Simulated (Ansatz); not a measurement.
# AlN: a line through an energy map

One line of a two-coordinate grid on AlN (P6_3/mmc, No. 194; 4 atoms in the cell): amplitude of mode 4 (201 cm⁻¹) is varied, at amplitude of mode 10 (663 cm⁻¹) = −0.066 Å.

Method: DFT PBE, scalar-relativistic, plane waves, PAW, in Ansatz 0.2.0.

6 further runs of the same task are left out: 6 set aside as unsound or not needed.

**1. The structure to begin with**

Symmetry: P6_3/mmc, No. 194, hexagonal system. The conventional cell has a = 3.313 Å, b = 3.313 Å, c = 4.188 Å, α = 90.00°, β = 90.00°, γ = 120.00°. Al (site symmetry -6m2) has 5 N at 1.91 to 2.09 Å as nearest neighbours. N (site symmetry -6m2) has 5 Al at 1.91 to 2.09 Å as nearest neighbours.

Coordinates:

```xyz
4
Lattice="3.3135 0.0000 0.0000 -1.6567 2.8696 0.0000 0.0000 0.0000 4.1876" Properties=species:S:1:pos:R:3 pbc="T T T"
Al    0.0000    1.9130    3.1407
Al    1.6567    0.9565    1.0469
N     0.0000    1.9130    1.0469
N     1.6567    0.9565    3.1407
```

It goes back to an entry of the Materials Project, which need not be the stable form.

This cell was relaxed beforehand with the same method: volume 9.95 Å³/atom, gap on the mesh 3.25 eV.

**2. What is varied**

The energy is mapped over two normal modes frozen in (zone-centre modes of the cell shown).

- amplitude of mode 4 (201 cm⁻¹), largest displacement: 11 values from −0.308 to 0.308 Å
- amplitude of mode 10 (663 cm⁻¹), largest displacement: 11 values from −0.066 to 0.066 Å

Nothing else is relaxed (the cell and all other modes fixed). Energies count from the relaxed high-symmetry cell. Points are written as (first, second).

The modes come from a phonon run on the reference cell, made beforehand.

The patterns, per unit of each coordinate (Å):

| atom | x1 | y1 | z1 | x2 | y2 | z2 |
| --- | --- | --- | --- | --- | --- | --- |
| Al1 | 0.000 | 0.000 | -0.519 | 0.000 | -0.519 | 0.000 |
| Al2 | 0.000 | 0.000 | -0.519 | 0.000 | -0.519 | 0.000 |
| N3 | 0.000 | 0.000 | 1.000 | 0.000 | 1.000 | 0.000 |
| N4 | 0.000 | 0.000 | 1.000 | 0.000 | 1.000 | 0.000 |

**3. The run at (−0.308 Å, −0.066 Å)**

Contents of input.yaml:

```yaml
crystal:
  lattice:
    - [3.3134793407, 0.0, 0.0]
    - [-1.6567396703, 2.8695572839, 0.0]
    - [0.0, 0.0, 4.1875902417]
  atoms:
    - { symbol: Al, position: [0.3393033764, 0.6786067527, 0.7881825525] }
    - { symbol: Al, position: [0.6726367097, 0.3452734194, 0.2881825525] }
    - { symbol: "N", position: [0.3218333015, 0.6436666031, 0.1764493462] }
    - { symbol: "N", position: [0.6551666349, 0.3103332697, 0.6764493462] }
basis:
  ecutwfc: 520.0
kpoints:
  mp_grid: { grid: [9, 9, 6] }
hamiltonian:
  xc: pbe
  pseudopotentials: { kind: paw, azcp: { folder: soft_1 } }
scf:
  occupations: { method: gaussian, width: 0.05 }
output:
  forces: true
  stress: true
  eigenvalues: true
  write_density: true
  write_potential: true
  elf: true
  volumetric_format: npy
```

Launch:

```
> ansatz run input.yaml --threads 1 --pin off --max-ram 2048MiB --backend cpu --events-out ev --progress --plain --runs-dir out
```

The session goes on with these runs: the other points of the line.

Before running it: what results should come out? Wanted: for each run, amplitude of mode 4; energy; slope; pressure; largest force on an atom.

The runs gave:

```
amplitude of mode 4 (201 cm⁻¹), largest displacement (Å)  step  energy (eV)  slope (eV per Å)  pressure (GPa)  band gap on the k-mesh (eV)  largest force on an atom (eV/Å)
                                                  −0.308     3         1.67             −19.1            26.7                         3.97                             6.32
                                                  −0.246     4         0.80              −9.7            15.7                         3.75                             3.41
                                                  −0.185     5         0.39              −4.3             8.7                         3.55                             2.05
                                                  −0.123     6         0.22              −1.6             4.5                         3.38                             1.74
                                                  −0.062     7         0.16              −0.4             2.2                         3.27                             1.77
                                                   0.000     8         0.15               0.0             1.5                         3.23                             1.80
                                                   0.062     –         0.16               0.4             2.2                         3.27                             1.77
                                                   0.123     –         0.22               1.6             4.5                         3.38                             1.74
                                                   0.185     –         0.39               4.3             8.7                         3.55                             2.05
                                                   0.246     –         0.80               9.7            15.7                         3.75                             3.41
                                                   0.308     –         1.67              19.1            26.7                         3.97                             6.32
```

Energies count from the relaxed high-symmetry cell. Rows without a step come from runs not printed here or follow by symmetry. Slopes come from the forces (and the stress, where the cell changes), not from differences of energies.

What this shows: Along the line the energy is lowest at 0.000 Å, 0.15 eV from the zero. Energies and slopes round the minimum, fitted together, put the minimum at 0.0000 Å, with a curvature of about 4.7 eV per Å². The highest point computed, at −0.308 Å, lies 1.51 eV above the lowest. This is one cut through a surface in two coordinates; the map's lowest point lies off it. With the other coordinates free, the energies away from the reference would be the same or lower.

These are semilocal Kohn-Sham gaps, which aren't the measured quantity. Such gaps usually fall short of the measured ones.
